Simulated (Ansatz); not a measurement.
# FeCo3: how settings move the results

One table from this session's results is given with a row withheld; the runs are named, their logs left out.

Computed with Ansatz 0.2.0 (DFT r2SCAN, scalar-relativistic, plane waves, PAW, unless a step's input says otherwise).

2 further runs of the same task are left out: 1 that didn't finish, 1 set aside as unsound or not needed. Runs told in other sessions of the task aren't counted.

## The starting structure

It takes space group Pm-3m (No. 221, cubic). Conventional cell: a = 3.536 Å, b = 3.536 Å, c = 3.536 Å, α = 90.00°, β = 90.00°, γ = 90.00°. Around Fe (site symmetry m-3m) lie 12 Co at 2.50 Å. Around Co (site symmetry 4/mmm) lie 4 Fe at 2.50 Å and 8 Co at 2.50 Å.

Coordinates:

```
CELL_PARAMETERS angstrom
3.53570 0.00000 0.00000
0.00000 3.53570 0.00000
0.00000 0.00000 3.53570
ATOMIC_POSITIONS crystal
Fe 0.00000 0.00000 0.00000
Co 0.50000 0.50000 0.00000
Co 0.50000 0.00000 0.50000
Co 0.00000 0.50000 0.50000
```

Source of the structure: the Materials Project (structure only). It is taken as it stands there.

## The base run, which the others are set against

input.yaml

```yaml
crystal:
  lattice:
    - [3.53570262, 0.0, 0.0]
    - [0.0, 3.53570262, 0.0]
    - [0.0, 0.0, 3.53570262]
  atoms:
    - { symbol: Fe, position: [0.0, 0.0, 0.0], spin: 3.22 }
    - { symbol: Co, position: [0.5, 0.5, 0.0], spin: 2.09 }
    - { symbol: Co, position: [0.5, 0.0, 0.5], spin: 2.09 }
    - { symbol: Co, position: [0.0, 0.5, 0.5], spin: 2.09 }
basis:
  ecutwfc: 500
kpoints:
  mp_grid: { grid: [12, 12, 12] }
hamiltonian:
  xc: r2scan
scf:
  occupations: { method: gaussian, width: 0.1 }
output:
  forces: true
  stress: true
  eigenvalues: true
  populations: true
magnetization:
  spin_polarized: true
```

Its results, from an earlier run: -4970.1534 eV/atom at zero smearing, pressure 0.24 GPa, largest force 0.000 eV/Å, no gap on the mesh, site moments Fe +2.92, Co +1.90 (×3) μB, in 21 SCF cycles and 47 s.

Set-up of the first run:

input.yaml

```yaml
crystal:
  lattice:
    - [3.53570262, 0.0, 0.0]
    - [0.0, 3.53570262, 0.0]
    - [0.0, 0.0, 3.53570262]
  atoms:
    - { symbol: Fe, position: [0.0, 0.0, 0.0], spin: 3.21 }
    - { symbol: Co, position: [0.5, 0.5, 0.0], spin: 2.09 }
    - { symbol: Co, position: [0.5, 0.0, 0.5], spin: 2.09 }
    - { symbol: Co, position: [0.0, 0.5, 0.5], spin: 2.09 }
basis:
  ecutwfc: 500
kpoints:
  mp_grid: { grid: [1, 1, 1] }
hamiltonian:
  xc: r2scan
scf:
  occupations: { method: gaussian, width: 0.1 }
output:
  forces: true
  stress: true
  eigenvalues: true
  populations: true
magnetization:
  spin_polarized: true
```

Command:

```bash
$ ansatz run input.yaml --threads 1 --pin off --max-ram 2560MiB --backend cpu --events-out ev --progress --plain --runs-dir out
```

Steps of the session up to this table: K-point mesh: 1×1×1; K-point mesh: 2×2×2; K-point mesh: 4×4×4; K-point mesh: 6×6×6; K-point mesh set to 8×8×8; K-point mesh set to 10×10×10; K-point mesh: 14×14×14; K-point mesh: 16×16×16; K-point mesh set to 18×18×18.

One table of the session follows, with a row left open; its other results are not shown here.

It belongs to the step «What the k-point mesh changes». 

| mesh | ΔE (meV/atom) | pressure (GPa) | cell moment (μB) |
| --- | --- | --- | --- |
| 1×1×1 | 1159 | 22.66 | 13.00 |
| 2×2×2 | 147 | -3.63 | 7.75 |
| 4×4×4 | -8.41 | -2.39 | 7.85 |
| 6×6×6 | -3.56 | 0.22 | 8.20 |
| 8×8×8 | ? | ? | ? |
| 10×10×10 | -1.71 | 0.07 | 8.14 |
| 12×12×12 | -0.10 | 0.24 | 8.17 |
| 14×14×14 | -0.19 | 0.12 | 8.15 |
| 16×16×16 | -0.01 | 0.04 | 8.14 |
| 18×18×18 | 0.00 | 0.01 | 8.14 |

Estimate the missing values for 8×8×8.

The run gave: ΔE (meV/atom): -2.07; pressure (GPa): -0.14; cell moment (μB): 8.13. In the column «ΔE (meV/atom)» it lies between 6×6×6 (-3.56) and 10×10×10 (-1.71).

Caveats from the session: The error changes sign along the series, since a k mesh isn't variational, and a metal needs dense meshes to resolve its Fermi surface. The magnetic state reached may not be the lowest one. Warnings in the runs' records: stability check not made.
